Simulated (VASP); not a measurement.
Level of theory: PBE GGA, VASP's PBE PAW potentials (set 64) (plane waves; VASP 6.6.1).

Input for VASP

### INCAR
```
SYSTEM=ZrO2
PREC=Accurate; ENCUT=480; LREAL=.FALSE.
LASPH=.TRUE.
EDIFF=1E-6; NELM=100; ALGO=Normal
LMAXMIX=4
ISMEAR=0; SIGMA=0.05
GGA=PE
IBRION=2; NSW=60; ISIF=3
EDIFFG=-0.02
LWAVE=.FALSE.; LCHARG=.FALSE.
```

File POSCAR:
```
ZrO2
1.0
  0.0000000000   2.5578136444   2.5578136444
  2.5578136444   0.0000000000   2.5578136444
  2.5578136444   2.5578136444   0.0000000000
Zr O
1 2
Cart
  0.0000000000   0.0000000000   0.0000000000
  1.2789068222   1.2789068222   1.2789068222
  3.8367204666   3.8367204666   3.8367204666
```

File KPOINTS:
```
Regular mesh
0
gamma
7 7 7
```

POTCAR, in this order: Zr_sv O (PBE.64 set). Program: vasp_std.

Output of the run:

File OUTCAR:
```
 ion  position               nearest neighbor table
   1  0.000  0.000  0.000-   3 2.22   3 2.22   3 2.22   2 2.22   3 2.22   2 2.22   2 2.22   2 2.22
  LATTYP: Found a face centered cubic cell.
 ALAT       =     5.1156272888
 Subroutine PRICEL returns:
 Original cell was already a primitive cell.
 Subroutine GETGRP returns: Found 48 space group operations
The static configuration has the point symmetry O_h .
The dynamic configuration has the point symmetry O_h .
 Subroutine INISYM returns: Found 48 space group operations
 Subroutine IBZKPT returns following result:
 Found     20 irreducible k-points:

 Following reciprocal coordinates:
            Coordinates               Weight
  0.000000  0.000000  0.000000      1.000000
  0.142857  0.000000  0.000000      8.000000
  0.285714  0.000000  0.000000      8.000000
  0.428571  0.000000  0.000000      8.000000
  0.142857  0.142857  0.000000      6.000000
  0.285714  0.142857  0.000000     24.000000
  0.428571  0.142857  0.000000     24.000000
 -0.428571  0.142857  0.000000     24.000000
 -0.285714  0.142857  0.000000     24.000000
 -0.142857  0.142857  0.000000     12.000000
  0.285714  0.285714  0.000000      6.000000
  0.428571  0.285714  0.000000     24.000000
 -0.428571  0.285714  0.000000     24.000000
 -0.285714  0.285714  0.000000     12.000000
  0.428571  0.428571  0.000000      6.000000
 -0.428571  0.428571  0.000000     12.000000
  0.428571  0.285714  0.142857     24.000000
 -0.428571  0.285714  0.142857     48.000000
 -0.428571  0.428571  0.142857     24.000000
 -0.285714  0.428571  0.142857     24.000000
   k-points           NKPTS =     20   k-points in BZ     NKDIM =     20   number of bands    NBANDS=     16
   number of dos      NEDOS =    301   number of ions     NIONS =      3
   total plane-waves  NPLWV =  21952
   dimension x,y,z NGX =    28 NGY =   28 NGZ =   28
   dimension x,y,z NGXF=    56 NGYF=   56 NGZF=   56
...
```

OSZICAR:
```
       N       E                     dE             d eps       ncg     rms          rms(c)
DAV:   1     0.189080597896E+03    0.18908E+03   -0.14233E+04   640   0.146E+03
DAV:   2    -0.275738978861E+02   -0.21665E+03   -0.21365E+03   832   0.381E+02
DAV:   3    -0.347193303335E+02   -0.71454E+01   -0.71403E+01   912   0.723E+01
DAV:   4    -0.349441812114E+02   -0.22485E+00   -0.22479E+00   944   0.934E+00
DAV:   5    -0.349473302631E+02   -0.31491E-02   -0.31490E-02   792   0.951E-01    0.241E+01
DAV:   6    -0.286511541369E+02    0.62962E+01   -0.36679E+01   720   0.467E+01    0.954E+00
DAV:   7    -0.285971679034E+02    0.53986E-01   -0.14077E+00   896   0.971E+00    0.598E+00
DAV:   8    -0.285681117961E+02    0.29056E-01   -0.17429E-01   840   0.433E+00    0.457E-01
DAV:   9    -0.285689724615E+02   -0.86067E-03   -0.14046E-02   816   0.879E-01    0.327E-01
DAV:  10    -0.285701550082E+02   -0.11825E-02   -0.46894E-03   760   0.702E-01    0.129E-01
DAV:  11    -0.285701858816E+02   -0.30873E-04   -0.15189E-03   856   0.320E-01    0.130E-01
DAV:  12    -0.285701309947E+02    0.54887E-04   -0.33141E-04   736   0.143E-01    0.542E-03
DAV:  13    -0.285701326470E+02   -0.16523E-05   -0.11195E-05   816   0.246E-02    0.368E-03
DAV:  14    -0.285701329086E+02   -0.26159E-06   -0.19387E-06   640   0.961E-03
   1 F= -.28570133E+02 E0= -.28570133E+02  d E =-.285701E+02
```

**OUTCAR**
```
------------------------ aborting loop because EDIFF is reached ----------------------------------------
  FORCE on cell =-STRESS in cart. coord.  units (eV):
  Direction    XX          YY          ZZ          XY          YZ          ZX
  --------------------------------------------------------------------------------------
  Total        0.0054484      0.0054484      0.0054484      0.0000000     -0.0000000     -0.0000000
  in kB        0.2608236      0.2608236      0.2608236      0.0000000     -0.0000000     -0.0000000
  external PRESSURE =       0.2608236 kB  Pullay stress =       0.0000000 kB
  volume of cell :       33.47
      direct lattice vectors                 reciprocal lattice vectors
     0.000000000  2.557813644  2.557813644    -0.195479448  0.195479448  0.195479448
     2.557813644  0.000000000  2.557813644     0.195479448 -0.195479448  0.195479448
     2.557813644  2.557813644  0.000000000     0.195479448  0.195479448 -0.195479448
 POSITION                                       TOTAL-FORCE (eV/Angst)
 -----------------------------------------------------------------------------------
      0.00000      0.00000      0.00000         0.000000      0.000000     -0.000000
      1.27891      1.27891      1.27891         0.000000     -0.000000     -0.000000
      3.83672      3.83672      3.83672        -0.000000      0.000000      0.000000
 -----------------------------------------------------------------------------------
    total drift:                                0.000000      0.000000      0.000000
  FREE ENERGIE OF THE ION-ELECTRON SYSTEM (eV)
  ---------------------------------------------------
  free  energy   TOTEN  =       -28.5701329086 eV

  energy  without entropy=      -28.5701329086  energy(sigma->0) =      -28.57013291

 reached required accuracy - stopping structural energy minimisation
```
(Selected blocks of OUTCAR.)

The compound is ZrO2 in the fluorite structure, the high-temperature cubic form, which is unstable at 0 K; the monoclinic form is the stable one. It was relaxed first. The start is the result of an earlier pass.
